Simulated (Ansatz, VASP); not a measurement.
One calculation of SiC, two programs

Contents of INCAR:

```
PREC = Accurate
ENCUT = 520
EDIFF = 1E-6
ISMEAR = 0
SIGMA = 0.05
LREAL = False
LASPH = True
NELM = 100
ALGO = Normal
ISIF = 2
LWAVE = False
LCHARG = False
GGA = PS
NBANDS = 11
```

KPOINTS

```
Automatic mesh
0
Gamma
  10 10 10
```

The input POSCAR:

```
SiC
1.0
    0.0000000000      2.1783945700      2.1783945700
    2.1783945700      0.0000000000      2.1783945700
    2.1783945700      2.1783945700      0.0000000000
Si C
1 1
Direct
    0.0000000000      0.0047117196      0.0000000000
    0.7500000000      0.7389827122      0.7500000000
```

Input for Ansatz:

```yaml
crystal:
  lattice:
    - [0.0, 2.17839457, 2.17839457]
    - [2.17839457, 0.0, 2.17839457]
    - [2.17839457, 2.17839457, 0.0]
  atoms:
    - { symbol: Si, position: [0.0, 0.0047117196, 0.0] }
    - { symbol: C, position: [0.75, 0.7389827122, 0.75] }
basis:
  ecutwfc: 520.0
kpoints:
  mp_grid: { grid: [10, 10, 10] }
hamiltonian:
  xc: pbesol
  pseudopotentials: { kind: paw, azcp: { folder: soft_1 } }
scf:
  occupations: { method: gaussian, width: 0.05 }
output:
  forces: true
  stress: true
  eigenvalues: true
```

Change from the starting cell: mode 4 frozen in at -0.024 Å and mode 5 at -0.024 Å (largest displacements).

Alike in both runs: task single point; functional PBEsol; k mesh 10 × 10 × 10; occupations gaussian, width 0.05 eV; no spin polarisation.

|  | VASP | Ansatz |
| --- | --- | --- |
| version | VASP 6.6.1 | Ansatz 0.2.0 |
| potentials or method | VASP PAW PBE potentials, release 64 (Si, C) | scalar-relativistic, plane waves, PAW |
| plane-wave cutoff (eV) | 520 | 520 |
| valence electrons in the cell | 8 | 8 |

|  | VASP | Ansatz | Ansatz less VASP |
| --- | --- | --- | --- |
| gap on the k mesh at the Fermi level (eV) | 1.00 | 1.01 | +0.010 |
| least direct gap on the mesh (eV) | 4.35 | 4.37 | +0.014 |
| pressure (GPa) | 0.6 | 0.3 | -0.35 |
| largest component of the traceless stress (GPa) | 2.30 | 2.27 | -0.029 |
| rms of the force components (eV/Å) | 0.540 | 0.539 | -0.0017 |

Atom by atom the forces differ by 0.002 eV/Å (rms over components). Ansatz warned: «pseudo_functional_mismatch».

Caveats: the PAW data sets were made with another functional, which shifts forces and pressure a little (VASP). A k mesh can miss the band edges.
